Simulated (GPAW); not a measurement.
# Sn (Im-3m) in GPAW: a series of runs

The runs below take Sn through band structure, with PBEsol.

Everything below comes from runs of GPAW 26.7.0. Logs are shortened: lines on timing, memory, paths and dates and some standing lists are left out, and cuts for length are marked. The log counts tension as positive stress, the text compression.

## 1. Starting point

Symmetry: Im-3m, No. 229, cubic system. Conventional cell: a = 3.789 Å, b = 3.789 Å, c = 3.789 Å, α = 90.00°, β = 90.00°, γ = 90.00°. Around Sn (site symmetry m-3m) lie 8 Sn at 3.28 Å.

This isn't the form of Sn at room conditions, which is tetragonal (white tin).

## 2. Band structure, PBEsol

Contents of run.py:

```python
from ase import Atoms
from ase.dft.bandgap import bandgap
from ase.io import write
from ase.units import GPa
from gpaw import GPAW, PW, setup_paths

setup_paths.insert(0, '.')

atoms = Atoms(['Sn'],
              cell=[[-1.8946518192, 1.8946518192, 1.8946518192],
                    [1.8946518192, -1.8946518192, 1.8946518192],
                    [1.8946518192, 1.8946518192, -1.8946518192]],
              scaled_positions=[[0.0, 0.0, 0.0]],
              pbc=True)

calc = GPAW(mode=PW(600),
            xc='PBEsol',
            kpts={'size': (10, 10, 10), 'gamma': True},
            occupations={'name': 'fermi-dirac', 'width': 0.05},
            nbands=14,
            convergence={'density': 1e-05, 'energy': 1e-05},
            maxiter=150,
            txt='gpaw.txt')
atoms.calc = calc
energy = atoms.get_potential_energy()
forces = atoms.get_forces()
stress = atoms.get_stress()
calc.write('gs.gpw')
write('result.traj', atoms)
print(f'Energy: {energy:.6f} eV')
print('Forces (eV/A):')
print(forces.round(4))
print('Stress (GPa):', (stress / GPa).round(3))
print('Fermi level:', round(calc.get_fermi_level(), 4), 'eV')
print(f'Gap: {bandgap(calc)[0]:.4f} eV, direct: {bandgap(calc, direct=True)[0]:.4f} eV')

path = atoms.cell.bandpath('GHNGPH,PN', npoints=80, eps=1e-4)
bs_calc = calc.fixed_density(kpts=path, symmetry='off', nbands=22,
                             convergence={'bands': 'CBM+6.0', 'eigenstates': 1e-6}, txt='bands.txt')
bs = bs_calc.band_structure()
bs.write('bs.json')
print(f'Gap on the path: {bandgap(bs_calc)[0]:.4f} eV')
```

Potentials or basis: PAW data sets generated in the run's folder for this functional, pw.

On the command line:

```
> gpaw-setup -f PBEsol Sn
> OMP_NUM_THREADS=1 python run.py
```

gpaw.txt:

```text
__  _  _
 | _ |_)|_||  |
 |__||  | ||/\| - 26.7.0

Input parameters:
  mode=PW(ecut=600.0),
  convergence={'density': 1e-05, 'energy': 1e-05},
  kpts=MonkhorstPack(size=(10, 10, 10), gamma=True),
  maxiter=150,
  nbands=14,
  occupations=Occupations(name='fermi-dirac', width=0.05),
  xc=XC(name='PBEsol')

Diagonalizing LCAO Hamiltonian
Converting LCAO to pw mode

       Sn

Atoms  # Å, Bohr magnetons
|   | symbol |        x |        y |        z |    initial magnetic moments |
|---|--------|----------|----------|----------|-----------------------------|
| 0 |     Sn | 0.000000 | 0.000000 | 0.000000 | ( 0.0000,  0.0000,  0.0000) |

Unit cell  # Å
| periodic |         x |         y |         z |  lengths |     angles |
|----------|-----------|-----------|-----------|----------|------------|
|      yes | -1.894652 |  1.894652 |  1.894652 | 3.281633 | 109.471221 |
|      yes |  1.894652 | -1.894652 |  1.894652 | 3.281633 | 109.471221 |
|      yes |  1.894652 |  1.894652 | -1.894652 | 3.281633 | 109.471221 |

Number of symmetries: 48
Symmetry operations  # r_c * U_cc + t_c -> r_c
|    | kind |            matrix            |
|----|------|------------------------------|
|  0 |  σ   |  1, 1, 1,  0, 0,-1,  0,-1, 0 |
|  1 |  C4  |  1, 1, 1,  0, 0,-1, -1, 0, 0 |
|  2 |  C2  |  1, 1, 1,  0,-1, 0,  0, 0,-1 |
|  3 |  S6  |  1, 1, 1,  0,-1, 0, -1, 0, 0 |
|  4 |  S6  |  1, 1, 1, -1, 0, 0,  0, 0,-1 |
|  5 |  C4  |  1, 1, 1, -1, 0, 0,  0,-1, 0 |
|  6 |  E   |  1, 0, 0,  0, 1, 0,  0, 0, 1 |
|  7 |  σ   |  1, 0, 0,  0, 1, 0, -1,-1,-1 |
|  8 |  σ   |  1, 0, 0,  0, 0, 1,  0, 1, 0 |
|  9 |  C3  |  1, 0, 0,  0, 0, 1, -1,-1,-1 |
| 10 |  C3  |  1, 0, 0, -1,-1,-1,  0, 1, 0 |
| 11 |  σ   |  1, 0, 0, -1,-1,-1,  0, 0, 1 |
| 12 |  σ   |  0, 1, 0,  1, 0, 0,  0, 0, 1 |
| 13 |  C2  |  0, 1, 0,  1, 0, 0, -1,-1,-1 |
| 14 |  C3  |  0, 1, 0,  0, 0, 1,  1, 0, 0 |
| 15 |  S4  |  0, 1, 0,  0, 0, 1, -1,-1,-1 |
| 16 |  S4  |  0, 1, 0, -1,-1,-1,  1, 0, 0 |
| 17 |  C3  |  0, 1, 0, -1,-1,-1,  0, 0, 1 |
| 18 |  C3  |  0, 0, 1,  1, 0, 0,  0, 1, 0 |
| 19 |  S4  |  0, 0, 1,  1, 0, 0, -1,-1,-1 |
| 20 |  σ   |  0, 0, 1,  0, 1, 0,  1, 0, 0 |
| 21 |  C3  |  0, 0, 1,  0, 1, 0, -1,-1,-1 |
| 22 |  C2  |  0, 0, 1, -1,-1,-1,  1, 0, 0 |
| 23 |  S4  |  0, 0, 1, -1,-1,-1,  0, 1, 0 |
| 24 |  C4  |  0, 0,-1,  1, 1, 1,  0,-1, 0 |
| 25 |  σ   |  0, 0,-1,  1, 1, 1, -1, 0, 0 |
| 26 |  S6  |  0, 0,-1,  0,-1, 0,  1, 1, 1 |
| 27 |  C2  |  0, 0,-1,  0,-1, 0, -1, 0, 0 |
| 28 |  C4  |  0, 0,-1, -1, 0, 0,  1, 1, 1 |
| 29 |  S6  |  0, 0,-1, -1, 0, 0,  0,-1, 0 |
| 30 |  S6  |  0,-1, 0,  1, 1, 1,  0, 0,-1 |
| 31 |  C4  |  0,-1, 0,  1, 1, 1, -1, 0, 0 |
| 32 |  C4  |  0,-1, 0,  0, 0,-1,  1, 1, 1 |
| 33 |  S6  |  0,-1, 0,  0, 0,-1, -1, 0, 0 |
| 34 |  σ   |  0,-1, 0, -1, 0, 0,  1, 1, 1 |
| 35 |  C2  |  0,-1, 0, -1, 0, 0,  0, 0,-1 |
| 36 |  C2  | -1, 0, 0,  1, 1, 1,  0, 0,-1 |
| 37 |  S6  | -1, 0, 0,  1, 1, 1,  0,-1, 0 |
| 38 |  S6  | -1, 0, 0,  0, 0,-1,  1, 1, 1 |
| 39 |  C2  | -1, 0, 0,  0, 0,-1,  0,-1, 0 |
| 40 |  C2  | -1, 0, 0,  0,-1, 0,  1, 1, 1 |
| 41 |  i   | -1, 0, 0,  0,-1, 0,  0, 0,-1 |
| 42 |  S4  | -1,-1,-1,  1, 0, 0,  0, 1, 0 |
| 43 |  C3  | -1,-1,-1,  1, 0, 0,  0, 0, 1 |
| 44 |  C3  | -1,-1,-1,  0, 1, 0,  1, 0, 0 |
| 45 |  σ   | -1,-1,-1,  0, 1, 0,  0, 0, 1 |
| 46 |  S4  | -1,-1,-1,  0, 0, 1,  1, 0, 0 |
| 47 |  C2  | -1,-1,-1,  0, 0, 1,  0, 1, 0 |

BZ-sampling:
  Number of BZ points: 1000
  Number of IBZ points: 47

  Monkhorst-Pack size: [10, 10, 10]
  Monkhorst-Pack shift: [0.05, 0.05, 0.05]

K-points  # in reciprocal-cell coordinates
|     |                                coordinates |     weight |
|-----|--------------------------------------------|------------|
|   0 | (  0.00000000,   0.00000000,   0.00000000) | 0.00100000 |
|   1 | (  0.10000000,   0.00000000,   0.00000000) | 0.01200000 |
|   2 | (  0.10000000,   0.10000000,  -0.10000000) | 0.00600000 |
|   3 | (  0.20000000,   0.00000000,  -0.10000000) | 0.02400000 |
|   4 | (  0.20000000,   0.00000000,   0.00000000) | 0.01200000 |
|   5 | (  0.20000000,   0.10000000,  -0.10000000) | 0.02400000 |
|   6 | (  0.20000000,   0.20000000,  -0.20000000) | 0.00600000 |
|   7 | (  0.30000000,  -0.10000000,  -0.10000000) | 0.00800000 |
|   8 | (  0.30000000,   0.00000000,  -0.10000000) | 0.04800000 |
|   9 | (  0.30000000,   0.00000000,   0.00000000) | 0.01200000 |
| ... |                                            |            |
|  46 | (  0.50000000,   0.50000000,   0.50000000) | 0.00100000 |

Plane wave coefficients: 935
Cutoff: 600.0 eV

Spin-components: 1 (collinear spins)
Bands:           14
Projectors:      6
Spin-degeneracy: 2
Datatype:        complex128

Parallelization:
  kpt:    1
  domain: 1
  band:   1

Density:
  Valence electrons: 14.0
  Components: 1
  Grid points: [20 20 20]
  Charge: 0.0  # |e|

Potential:
  Grid points: [20 20 20]

species:
  Sn:
    name:    Tin
    Z:       50.0
    valence: 14
    core:    36
    charge:  0.0  # [|e|]
    compensation charges:
      type: gauss
      rc: 0.38  # [Å]
      lmax: 2
    cutoffs:
      filter: 2.23  # [Å]
      core: 2.35  # [Å]
    projectors
    | kind |    occ | energy [eV] | rcut [Å] |
    |------|--------|-------------|----------|
    |   5s |  2.000 |     -10.584 |    1.201 |
    |   5p |  2.000 |      -3.711 |    1.270 |
    |   4d | 10.000 |     -25.798 |    1.185 |
    |    s |        |      16.628 |    1.201 |
    |    p |        |      23.501 |    1.270 |
    |    d |        |       1.413 |    1.185 |

    Using partial waves for Sn as LCAO basis

Reference energy: -167935.903346  # eV

eigensolver:
  PPCG
  Converge bands: occupied
  niter=2

density mixing:
  MSR1-Mixer
  Pratt-step length: 0.05
  Maximum mixing coefficient: 0.75
  Old densities: 10
  SVD Regularization: 0.005
  Good broyden scale: 1.0
  Trust region scale: 1.0
  Backstep threshold: 4.0
  History deletion threshold: 6.0
  Fourier metric: weight=20.0, sigma=0.015

occupation numbers:
  Fermi-Dirac:
    width: 0.0500  # eV

poisson solver:
  ecut: 4800.0  # eV

xc functional:
  name: PBEsol with 2 nearest neighbor stencil

convergence criteria:
- Maximum integral of absolute [dens]ity change: 1e-05 electrons / valence electron
- Maximum [total energy] change in last 3 cyles: 1e-05 eV / valence electron
- Maximum integral of absolute [eigenst]ate change: 4e-08 eV^2 / valence electron
maximum number of iterations: 150

SCF iterations
|iter     | |      energy | eigst |  dens |
|---------|-|-------------|-------|-------|
|iter:   1| |   -4.426297 | -0.15 |       |
|iter:   2| |   -4.425032 | -2.71 | -1.74 |
|iter:   3| |   -4.411181 | -2.87 | -1.77 |
|iter:   4| |   -4.411167 | -3.95 | -2.33 |
|iter:   5| |   -4.411231c| -5.12 | -2.96 |
|iter:   6| |   -4.411237c| -6.34 | -3.81 |
|iter:   7| |   -4.411237c| -7.65c| -4.55 |
|iter:   8| |   -4.411237c| -8.15c| -5.18c|

Converged in 8 steps
Energy contributions relative to reference atoms: (reference = -167935.903346)

Energy contributions:
  Kinetic:           2.831006
  Coulomb:          -2.872854
  Zero:             -0.006645
  External:          0.000000
  Xc:               -4.359097
  Entropy:          -0.007295
  Spinorbit:         0.000000
  ----------------------------
  Free energy:      -4.414885
  Extrapolated:     -4.411237

dipole moment: (-6.427855, -6.427855, -6.427855)  # |e|*Ang

Fermi level: 7.022
Eigenvalues  # (at kpt = [0.000, 0.000, 0.000])
| band index |      eig [eV] | occ [0-2] |
|------------|---------------|-----------|
|          0 |       -14.400 |     2.000 |
|          1 |       -14.400 |     2.000 |
|          2 |       -14.400 |     2.000 |
|          3 |       -14.262 |     2.000 |
|          4 |       -14.262 |     2.000 |
|          5 |        -4.016 |     2.000 |
|          6 |        14.987 |     0.000 |
|          7 |        14.987 |     0.000 |
|          8 |        14.987 |     0.000 |
|          9 |        19.278 |     0.000 |
|         10 |        19.278 |     0.000 |
|         11 |        19.724 |     0.000 |
|         12 |        19.768 |     0.000 |
|         13 |        19.768 |     0.000 |

No gap
No difference between direct/indirect transitions

Forces  # eV/Ang
|        x |        y |        z |
|----------|----------|----------|
| -0.00000 | -0.00000 | -0.00000 |  # Sn   0

Stress tensor  # eV/Ang^3
|         x |         y |         z |
|-----------|-----------|-----------|
|  0.015056 | -0.000000 |  0.000000 |
| -0.000000 |  0.015056 | -0.000000 |
|  0.000000 | -0.000000 |  0.015056 |

# Writing to gs.gpw (mode='')
```

Wall time 15 s (1 thread of Intel Xeon 6975P-C (Granite Rapids), shared host); peak memory 0.19 GiB.

Results:

```yaml
Free_energy: -4.4149 eV
Pressure: -2.4 GPa
Band_gap_along_the_path: none (metal or under the smearing width)
```

Levels at the corners of the path, in eV from the Fermi level:
```
point  band 5  band 6  band 7  band 8  band 9  band 10
    Γ  -21.28  -11.04    7.97    7.97    7.97    12.26
    H  -21.22   -2.44   -0.45   -0.45   -0.45     3.88
    N  -21.20   -6.37   -4.39    3.62    5.46     7.98
    Γ  -21.28  -11.04    7.97    7.97    7.97    12.26
    P  -21.29   -5.10   -1.42   -1.42   -1.42    17.94
    H  -21.22   -2.44   -0.45   -0.45   -0.45     3.88
    P  -21.29   -5.10   -1.42   -1.42   -1.42    17.94
    N  -21.20   -6.37   -4.39    3.62    5.46     7.98
```

Caveat: spin-orbit coupling is left out, which moves the levels of the heavy elements.

## 3. Band structure, PBEsol, spin-orbit coupling, no magnetisation

run.py: that of step 2 with these lines changed.

```diff
@@ -1 +1,2 @@
+import numpy as np
 from ase import Atoms
@@ -5,2 +6,3 @@
 from gpaw import GPAW, PW, setup_paths
+from gpaw.spinorbit import soc_eigenstates
 
@@ -42 +44,7 @@
 print(f'Gap on the path: {bandgap(bs_calc)[0]:.4f} eV')
+
+soc = soc_eigenstates(bs_calc, theta=54.7, phi=45)
+np.savetxt('soc_bands.dat', soc.eigenvalues(), fmt='%.4f')
+mesh = soc_eigenstates('gs.gpw', theta=54.7, phi=45)
+np.savetxt('soc_mesh.dat', mesh.eigenvalues(), fmt='%.4f')
+print('Fermi level with spin-orbit coupling:', round(mesh.fermi_level, 4), 'eV')
```

Potentials or basis: PAW data sets generated in the run's folder for this functional, pw.

On the command line:

```
> gpaw-setup -f PBEsol Sn
> OMP_NUM_THREADS=1 python run.py
```

Wall time 13 s (1 thread of Intel Xeon 6975P-C (Granite Rapids), shared host); peak memory 0.23 GiB.

It converged, with:

- Free energy: -4.4149 eV
- Pressure: -2.4 GPa
- Band gap along the path: none (metal or under the smearing width)

Levels at the corners of the path, in eV from the Fermi level:
| point | band 10 | band 11 | band 12 | band 13 | band 14 | band 15 | band 16 | band 17 | band 18 | band 19 |
| --- | --- | --- | --- | --- | --- | --- | --- | --- | --- | --- |
| Γ | -20.89 | -11.02 | -11.02 | 7.11 | 7.11 | 8.42 | 8.42 | 8.42 | 8.42 | 12.28 |
| H | -20.77 | -2.42 | -2.42 | -0.87 | -0.87 | -0.21 | -0.21 | -0.21 | -0.21 | 3.90 |
| N | -20.80 | -6.34 | -6.34 | -4.38 | -4.38 | 3.60 | 3.60 | 5.52 | 5.52 | 8.00 |
| Γ | -20.89 | -11.02 | -11.02 | 7.11 | 7.11 | 8.42 | 8.42 | 8.42 | 8.42 | 12.28 |
| P | -20.87 | -5.08 | -5.08 | -1.70 | -1.70 | -1.25 | -1.25 | -1.25 | -1.25 | 17.34 |
| H | -20.77 | -2.42 | -2.42 | -0.87 | -0.87 | -0.21 | -0.21 | -0.21 | -0.21 | 3.90 |
| P | -20.87 | -5.08 | -5.08 | -1.70 | -1.70 | -1.25 | -1.25 | -1.25 | -1.25 | 17.34 |
| N | -20.80 | -6.34 | -6.34 | -4.38 | -4.38 | 3.60 | 3.60 | 5.52 | 5.52 | 8.00 |

Caveat: spin-orbit coupling was added after a scalar SCF, so levels and gaps hold it while energy, forces, pressure and moments don't; this program's spin-orbit splittings come out too wide for heavy elements.
